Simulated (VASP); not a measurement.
Runs of VASP 6.6.1 on SnSe. The cell holds a slab with vacuum, 8 atoms: a = 4.310 Å, b = 4.318 Å, c = 23.896 Å, α = 90.00°, β = 90.00°, γ = 90.00°. 

```tsv
level	potentials or basis	gap on the mesh (eV)	largest force (eV/Å)
BLYP	VASP PAW PBE potentials, release 64 (Sn_d, Se)	(a)	0.26
LDA	VASP PAW LDA potentials, release 64 (Sn_d, Se)	0.79	0.68
PW91	VASP PAW PBE potentials, release 64 (Sn_d, Se)	0.87	0.31
PBEsol	VASP PAW PBE potentials, release 64 (Sn_d, Se)	0.82	(c)
RPBE	VASP PAW PBE potentials, release 64 (Sn_d, Se)	0.92	0.27
revPBE	VASP PAW PBE potentials, release 64 (Sn_d, Se)	0.91	(b)
PBE	VASP PAW PBE potentials, release 64 (Sn_d, Se)	0.87	0.32
```

Alike in all rows: task work function; no spin polarisation; cell as given; k mesh 5 × 5 × 1; cutoff (eV) 520; smearing fermi-dirac 0.05 eV.

Task: Estimate the missing entries.

Result: (a) 0.90; (b) 0.28; (c) 0.56.

Caveats: spin-orbit coupling is left out, which moves the levels of the heavy elements; the PAW data sets were made with another functional, which shifts forces and pressure a little (some runs).

A k mesh can miss the band edges, and the runs leave out spin-orbit coupling on Se, Sn.
